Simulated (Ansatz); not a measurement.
# KCl at 3.4 GPa: from Born charge to LO–TO splitting and polaron coupling

Method: Ansatz 0.2.0, DFT LDA, scalar-relativistic, plane waves, PAW. Settings: 420 eV plane-wave cutoff, Γ-centred 6×6×6 mesh, fixed occupations. No spin polarisation. Phonons by linear response, acoustic sum rule imposed.

The cell is fixed (symmetry leaves no force on the atoms) and stands under 3.4 GPa:
```xyz
2
Lattice="0.0000 3.2168 3.2168 3.2168 0.0000 3.2168 3.2168 3.2168 0.0000" Properties=species:S:1:pos:R:3 pbc="T T T"
K     0.0000    0.0000    0.0000
Cl    1.6084    1.6084    1.6084
```

The cell is the ideal cubic zincblende prototype; this isn't the usual structure of the compound.

Linear response gives ν_TO = 227.4 cm⁻¹, Born charges ±1.004 e (positive on K) and ε∞ = 2.188. The primitive cell holds 66.574 Å³, and the masses are 39.098 and 35.450 amu.

Question: Find ν_LO and the static dielectric constant.

Answer: The long-wave field adds a restoring force: ω_LO² − ω_TO² = Z*²e²/(ε_vac ε∞ μV). In these units ν_LO² − ν_TO² = 4.92064×10⁷ Z*²/(μ V ε∞) cm⁻², with μ = m₁m₂/(m₁ + m₂) = 18.592 amu: 18324 cm⁻². So ν_LO = √(227.4² + 18324) = 264.6 cm⁻¹, and the run gives 264.6. Lyddane–Sachs–Teller then gives ε0 = ε∞ (ν_LO/ν_TO)² = 2.96, against 2.96 in the run (it forms both from the same three quantities, so the match checks the arithmetic only). Between ν_TO and ν_LO the dielectric function is negative and an undamped crystal reflects fully: a reststrahlen band from 37.8 to 44.0 μm.

Question: What do the Clausius–Mossotti polarisability and the Szigeti charge come to?

Answer: With the Lorentz local field, α = (3V/4π)(ε∞ − 1)/(ε∞ + 2) = 4.51 Å³ for the pair, and e_S = 3Z*/(ε∞ + 2) = 0.72 e. The Born charge includes the electrons' response to the dipole's own local field, and e_S takes that enhancement out. The Lorentz field assumes point-like polarisable ions, a fair picture at this small ε∞.

Question: How strongly does a slow electron couple to the LO mode?

Answer: For one isotropic parabolic band, Fröhlich's constant is α_F = (1/ε∞ − 1/ε0) √(m* Ry/ħω_LO), with Ry = 13.606 eV, ħω_LO = 32.8 meV and m* in free-electron masses: α_F = 0.1196 × 20.36 × √m* = 2.43 √m*. The band mass isn't part of this run; for m* = 0.1, 0.3 and 1 it gives 0.77, 1.33, 2.43. In weak coupling the polaron lies α_F ħω_LO below the band edge (44 meV at m* = 0.3) with a mass m*(1 + α_F/6); past α_F of about 5 or 6 that expansion fails. A semilocal functional's ε∞ tends to be too large, which taken alone lowers α_F.

Cost: 1 run of about 2.2 core-minutes, on Intel Xeon Processor @ 2.50GHz (Skylake/Cascade Lake) (shared hosts).